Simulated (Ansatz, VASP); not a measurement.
One calculation of Al, two programs

```xyz
1
Lattice="0.0000 2.0248 2.0248 2.0248 0.0000 2.0248 2.0248 2.0248 0.0000" Properties=species:S:1:pos:R:3 pbc="T T T"
Al    0.0000    0.0000    0.0000
```

Alike in both runs: task single point; functional LDA; k mesh 8 × 8 × 8; occupations gaussian, width 0.1 eV; no spin polarisation.

```csv
,VASP,Ansatz
version,VASP 6.6.1,Ansatz 0.2.0
potentials or method,"VASP PAW LDA potentials, release 64 (Al)","scalar-relativistic, plane waves, PAW"
plane-wave cutoff (eV),520,420
valence electrons in the cell,3,3
```

```csv
,VASP,Ansatz,Ansatz less VASP
gap on the k mesh at the Fermi level (eV),none,none,-
pressure (GPa),-3.7,-3.7,-0.05
```

A gap of «none» marks a metal or a gap that the smearing closes.
